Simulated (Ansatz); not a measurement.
Input and command of a plane-wave DFT calculation in Ansatz:

```yaml
crystal:
  lattice:
    - [0.0, 2.1849006262, 2.1521271168]
    - [2.1849006262, 0.0, 2.1521271168]
    - [2.1849006262, 2.1849006262, 0.0]
  atoms:
    - { symbol: Al, position: [0.0, 0.0, 0.0] }
    - { symbol: "N", position: [0.75, 0.75, 0.75] }
basis:
  ecutwfc: 500
kpoints:
  mp_grid: { grid: [10, 10, 10] }
hamiltonian:
  xc: r2scan
scf:
  occupations: { method: gaussian, width: 0.05 }
output:
  forces: true
  stress: true
  eigenvalues: true
```

```bash
ansatz run input.yaml --threads 2 --pin off --max-ram 5120MiB --backend cpu --events-out ev --progress --plain --runs-dir out
```

Processor: Intel(R) Xeon(R) Platinum 8259CL CPU @ 2.50GHz (Skylake/Cascade Lake), 2 threads, on a host shared with other jobs.

Q: Estimate time, memory and problem size.

A: About 2.2 s on 2 threads of Intel(R) Xeon(R) Platinum 8259CL CPU @ 2.50GHz (Skylake/Cascade Lake) (shared host), peak memory 0.4 GiB. It solves 8 bands at 102 k points (the mesh reduced by symmetry) with about 531 plane waves, in 6 SCF iterations.
